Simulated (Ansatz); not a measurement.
**Cs: relativistic levels of theory**

Aim: hold the cell of Cs and change the physics step by step: no relativity; spin-orbit coupling on; point nuclei; inner shells corrected to Dirac's equation.

Method: DFT, at the level named in each step, in Ansatz 0.2.0.

## (1) The starting structure

The structure is cubic, space group Im-3m (No. 229). Conventional cell: a = 6.045 Å, b = 6.045 Å, c = 6.045 Å, α = 90.00°, β = 90.00°, γ = 90.00°.

As a file:

```cif
data_structure
_symmetry_space_group_name_H-M 'Im-3m'
_symmetry_Int_Tables_number 229
_cell_length_a 6.0450
_cell_length_b 6.0450
_cell_length_c 6.0450
_cell_angle_alpha 90.000
_cell_angle_beta 90.000
_cell_angle_gamma 90.000
_cell_volume 220.90
loop_
_atom_site_label
_atom_site_type_symbol
_atom_site_symmetry_multiplicity
_atom_site_Wyckoff_symbol
_atom_site_fract_x
_atom_site_fract_y
_atom_site_fract_z
_atom_site_occupancy
Cs1 Cs 2 a 0.00000 0.00000 0.00000 1
```

The file gives the conventional cell by its symmetry; the runs use the cell typed in the input.

The geometry is a database entry used as it stands. It may stem from high pressure or temperature, or be incomplete, so it serves as a test cell.

## (2) No relativity, LAPW

Input file input.yaml:

```yaml
crystal:
  lattice:
    - [-3.0225, 3.0225, 3.0225]
    - [3.0225, -3.0225, 3.0225]
    - [3.0225, 3.0225, -3.0225]
  atoms:
    - { symbol: Cs, position: [0.0, 0.0, 0.0] }
kpoints:
  mp_grid: { grid: [9, 9, 9] }
  band_path:
    path:
      - [0.0, 0.0, 0.0]
      - [0.5, -0.5, 0.5]
      - [0.0, 0.0, 0.5]
      - [0.0, 0.0, 0.0]
      - [0.25, 0.25, 0.25]
      - [0.5, -0.5, 0.5]
      - [0.25, 0.25, 0.25]
      - [0.0, 0.0, 0.5]
    npoints: 5
scf:
  occupations: { method: fermi_dirac, width: 0.05 }
hamiltonian:
  xc: pbe
  pseudopotentials:
    kind: all_electron
    lapw: { basis_error: 0.001 }
    relativity: none
output:
  forces: true
  stress: true
  eigenvalues: true
```

Command:

```bash
$ ansatz run input.yaml --threads 1 --pin off --max-ram 2048MiB --backend cpu --events-out ev --progress --plain --runs-dir out
```

## (3) Spin-orbit coupling on, LAPW

Changes to input.yaml since step 2:

```diff
@@ -24,6 +24,3 @@
   xc: pbe
-  pseudopotentials:
-    kind: all_electron
-    lapw: { basis_error: 0.001 }
-    relativity: none
+  pseudopotentials: { kind: all_electron, lapw: { basis_error: 0.001 } }
 output:
@@ -32 +29,4 @@
   eigenvalues: true
+magnetization:
+  noncollinear: true
+  spin_orbit: true
```

## (4) Spin-orbit coupling on, PAW

Changes to input.yaml since step 3:

```diff
@@ -24,3 +24,3 @@
   xc: pbe
-  pseudopotentials: { kind: all_electron, lapw: { basis_error: 0.001 } }
+  pseudopotentials: { kind: paw_fr }
 output:
@@ -29,2 +29,3 @@
   eigenvalues: true
+  efg: { contact_densities: true }
 magnetization:
```

## (5) Point nuclei, LAPW

Input file input.yaml:

```yaml
crystal:
  lattice:
    - [-3.0225, 3.0225, 3.0225]
    - [3.0225, -3.0225, 3.0225]
    - [3.0225, 3.0225, -3.0225]
  atoms:
    - { symbol: Cs, position: [0.0, 0.0, 0.0] }
kpoints:
  mp_grid: { grid: [9, 9, 9] }
scf:
  occupations: { method: fermi_dirac, width: 0.05 }
hamiltonian:
  xc: pbe
  pseudopotentials:
    kind: all_electron
    lapw: { basis_error: 0.001 }
    nuclear_model: point
output:
  forces: true
  stress: true
  eigenvalues: true
```

## (6) Point nuclei, crystal datasets

Changes to input.yaml since step 5:

```diff
@@ -13,6 +13,3 @@
   xc: pbe
-  pseudopotentials:
-    kind: all_electron
-    lapw: { basis_error: 0.001 }
-    nuclear_model: point
+  pseudopotentials: { kind: all_electron, datasets: crystal, nuclear_model: point }
 output:
@@ -21 +18,2 @@
   eigenvalues: true
+  efg: { contact_densities: true }
```

## (7) Inner shells corrected to Dirac's equation, LAPW

Changes to input.yaml since step 6:

```diff
@@ -13,3 +13,6 @@
   xc: pbe
-  pseudopotentials: { kind: all_electron, datasets: crystal, nuclear_model: point }
+  pseudopotentials:
+    kind: all_electron
+    lapw: { basis_error: 0.001 }
+    dirac_shells: { Cs: ["3p", "3d"] }
 output:
@@ -18,2 +21 @@
   eigenvalues: true
-  efg: { contact_densities: true }
```

(Steps that only read results are left out.)

What does the calculation give? Wanted: pressure, no relativity, LAPW; pressure, spin-orbit coupling on, LAPW; pressure, point nuclei, LAPW; pressure, inner shells corrected to Dirac's equation, LAPW.

**Answer**, as computed:

| quantity | value |
| --- | --- |
| pressure, no relativity, LAPW | 0.25 GPa |
| pressure, spin-orbit coupling on, LAPW | 0.12 GPa |
| pressure, point nuclei, LAPW | 0.12 GPa |
| pressure, inner shells corrected to Dirac's equation, LAPW | 0.12 GPa |

What this shows: Going from no relativity to the scalar-relativistic run with point nuclei moves the pressure by -0.13 GPa; the heaviest element has Z = 55. From that run, spin-orbit coupling moves the pressure by less than 0.01 GPa. With spin-orbit coupling, PAW lies less than 0.01 GPa from LAPW in pressure.
